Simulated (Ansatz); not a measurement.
Input and command of a calculation in Ansatz (plane waves; scalar-relativistic PAW potentials unless the input names others):

```yaml
crystal:
  lattice:
    - [-5.4338342764, 5.4338342764, -5.4338342764]
    - [5.4338342764, -5.4338342764, -5.4338342764]
    - [-5.4338342764, -5.4338342764, 5.4338342764]
  atoms:
    - { symbol: Si, position: [0.5, 0.0, 0.0353052141] }
    - { symbol: Si, position: [0.2515355497, 1.0, 0.4916130766] }
    - { symbol: Si, position: [1.0, 1.0, 0.75] }
    - { symbol: Si, position: [0.7416130766, 0.7515355497, 0.25] }
    - { symbol: Si, position: [0.7416130766, 1.0, 1.0015355497] }
    - { symbol: Si, position: [0.5, 0.7515355497, 0.4916130766] }
    - { symbol: Si, position: [0.2583869234, 0.7583869234, 0.7599224731] }
    - { symbol: Si, position: [0.0, 0.5, 0.25] }
    - { symbol: Si, position: [1.0099224731, 0.7583869234, 1.0083869234] }
    - { symbol: Si, position: [0.7484644503, 0.4900775269, 0.4984644503] }
    - { symbol: Si, position: [0.5, 0.5, 0.75] }
    - { symbol: Si, position: [0.2515355497, 0.2416130766, 0.25] }
    - { symbol: Si, position: [0.2583869234, 0.5099224731, 0.0083869234] }
    - { symbol: Si, position: [0.9900775269, 0.2484644503, 0.4984644503] }
    - { symbol: Si, position: [0.7484644503, 0.2484644503, 0.7400775269] }
    - { symbol: Si, position: [0.5, 0.2416130766, 0.0015355497] }
    - { symbol: Si, position: [0.7146947859, 0.2146947859, 0.4646947859] }
    - { symbol: Si, position: [0.5, 0.2476341781, 0.7504450334] }
    - { symbol: Si, position: [0.2523658219, 0.2528108554, 0.0023658219] }
    - { symbol: Si, position: [0.0004450334, 0.0, 0.4976341781] }
    - { symbol: Si, position: [0.0004450334, 0.2476341781, 0.25] }
    - { symbol: Si, position: [0.7476341781, 0.0, 0.7504450334] }
    - { symbol: Si, position: [0.2523658219, 0.7523658219, 0.5028108554] }
    - { symbol: Si, position: [0.2853052141, 0.0, 0.25] }
    - { symbol: Si, position: [-0.0004450334, 0.7471891446, 0.7495549666] }
    - { symbol: Si, position: [0.7528108554, 0.7523658219, 0.0023658219] }
    - { symbol: Si, position: [0.5, 0.5004450334, 0.4976341781] }
    - { symbol: Si, position: [0.5, 0.7853052141, 0.25] }
    - { symbol: Si, position: [0.2471891446, 0.4995549666, 0.7495549666] }
    - { symbol: Si, position: [-0.0004450334, 0.4995549666, -0.0028108554] }
    - { symbol: Si, position: [0.7476341781, 0.5004450334, 0.25] }
total_charge: -3
basis:
  ecutwfc: "36.7 Ry"
  xc_grid: 2
kpoints:
  mp_grid: { grid: [2, 2, 2], shift: [0.5, 0.5, 0.5] }
hamiltonian:
  xc: pbesol
scf:
  occupations: { method: gaussian, width: 0.02 }
output:
  forces: true
  eigenvalues: true
```

```bash
ansatz run input.yaml --threads 8 --pin off --max-ram 20480MiB --backend cpu --events-out ev --progress --plain --runs-dir out
```

Abridged log:
```
Basis set: ecut = 499.32893761 eV, 16295 PW (Γ), exchange–correlation on 144×144×144 points (8 copies of the dense FFT grid, shifted against one another)
Bands: 95, of which v1, the nominal top of the filled ones, is band 64 counted from 1 (63 counted from 0)
Symmetry: 24 space group operations
k-points: 2 of 8 (time reversal used)
SCF iter   1: F=—  HF=-19244.443930 eV  |F-HF|=—  |Δ(HF+E_count)|=         —  Δρ=8.13e-3  dr2=1.57e0  ethr=1.77e-3  ⟨swp⟩=7.5  Hψ=990  notcnv=0  defer=11
SCF iter   2: F=—  HF=-19244.156858 eV  |F-HF|=—  |Δ(HF+E_count)|=   2.87e-1  Δρ=4.06e-3  dr2=2.95e-1  ethr=1.24e-3  ⟨swp⟩=2.5  Hψ=223  notcnv=0  defer=16
SCF iter   3: F=—  HF=-19244.081045 eV  |F-HF|=—  |Δ(HF+E_count)|=   7.58e-2  Δρ=8.58e-4  dr2=8.94e-3  ethr=2.32e-4  ⟨swp⟩=3.0  Hψ=256  notcnv=0  defer=39
SCF iter   4: F=—  HF=-19244.080982 eV  |F-HF|=—  |Δ(HF+E_count)|=   6.29e-5  Δρ=2.06e-4  dr2=3.04e-4  ethr=7.04e-6  ⟨swp⟩=3.0  Hψ=308  notcnv=0  defer=9
automatic band count: iteration 4 solves 80 bands in place of 95: the levels show a gap, and the empty bands left out lie too high to hold charge; the band table lists the bands solved (type scf.n_extra_bands for more)
SCF iter   5: F=—  HF=-19244.081158 eV  |F-HF|=—  |Δ(HF+E_count)|=   1.76e-4  Δρ=2.58e-5  dr2=9.54e-6  ethr=2.39e-7  ⟨swp⟩=2.5  Hψ=273  notcnv=0  defer=8
automatic band count: iteration 5 solves 79 bands in place of 80: the levels show a gap, and the empty bands left out lie too high to hold charge; the band table lists the bands solved (type scf.n_extra_bands for more)
SCF iter   6: F=—  HF=-19244.081023 eV  |F-HF|=—  |Δ(HF+E_count)|=   1.35e-4  Δρ=5.31e-6  dr2=2.25e-7  ethr=7.51e-9  ⟨swp⟩=2.5  Hψ=286  notcnv=0  defer=8
SCF iter   7: F=-19244.081023 eV  HF=-19244.081023 eV  |F-HF|=3.42e-9  |Δ(HF+E_count)|=   1.27e-7  Δρ=7.87e-7  dr2=5.10e-9  ethr=7.87e-11  ⟨swp⟩=10.0  Hψ=664  notcnv=0
SCF 1 converged in 7 iterations: F = -19244.081023 eV  dr2 = 5.10e-9
SCF converged after 7 iterations
Free energy (F): -19244.081023 eV
Harris-Foulkes:  -19244.081023 eV  (|F-HF|=3.42e-9)
Internal energy: -19244.073310 eV  (E = F + TS)
E sigma→0 (E₀):  -19244.077167 eV
Entropy (-TS):   -0.007713 eV (-0.249 meV/atom)
Fermi energy:    6.308901 eV
--- Forces (eV/Å), atoms counted from 1 ---
  atom   1  Si    -0.10165563    -0.10165563     0.10165563
  atom   2  Si     0.14903478    -0.01660438     0.01660438
  atom   3  Si     0.00000000     0.00000000     0.00000000
  atom   4  Si    -0.01660438     0.01660438     0.14903478
  atom   5  Si     0.14903478     0.01660438    -0.01660438
  atom   6  Si    -0.01660438     0.14903478     0.01660438
  atom   7  Si     0.01660438     0.01660438    -0.14903478
  atom   8  Si     0.00000000     0.00000000     0.00000000
  atom   9  Si     0.01660438    -0.14903478     0.01660438
  atom  10  Si    -0.14903478    -0.01660438    -0.01660438
  atom  11  Si     0.00000000     0.00000000     0.00000000
  atom  12  Si     0.01660438    -0.01660438     0.14903478
  atom  13  Si    -0.14903478     0.01660438     0.01660438
  atom  14  Si    -0.01660438    -0.14903478    -0.01660438
  atom  15  Si    -0.01660438    -0.01660438    -0.14903478
  atom  16  Si     0.01660438     0.14903478    -0.01660438
  atom  17  Si     0.10165563     0.10165563     0.10165563
  atom  18  Si    -0.00777084    -0.10244981     0.00777084
  atom  19  Si     0.10244981    -0.00777084    -0.00777084
  atom  20  Si    -0.10244981     0.00777084    -0.00777084
  atom  21  Si    -0.00777084     0.00777084    -0.10244981
  atom  22  Si    -0.10244981    -0.00777084     0.00777084
  atom  23  Si    -0.00777084    -0.00777084     0.10244981
  atom  24  Si    -0.10165563     0.10165563    -0.10165563
  atom  25  Si     0.10244981     0.00777084     0.00777084
  atom  26  Si    -0.00777084     0.10244981    -0.00777084
  atom  27  Si     0.00777084    -0.10244981    -0.00777084
  atom  28  Si     0.10165563    -0.10165563    -0.10165563
  atom  29  Si     0.00777084     0.10244981     0.00777084
  atom  30  Si     0.00777084     0.00777084     0.10244981
  atom  31  Si     0.00777084    -0.00777084    -0.10244981
```

Apart from outputs, empty bands and the relaxation, which only the reference makes, the input differs from a reference run on usual settings in basis.ecutwfc: 420 → "36.7 Ry"; total_charge: -2 → -3. The reference, at the same geometry, ended its own course with largest force 0.004 eV/Å, no gap on the mesh. This run converged in 7 SCF iterations with a total energy on another zero, largest force 0.176 eV/Å, no gap on the mesh.

The run took 6 s on 8 threads of Intel(R) Xeon(R) Processor @ 2.50GHz (Skylake/Cascade Lake), with other jobs on the host, peak memory 1.2 GiB.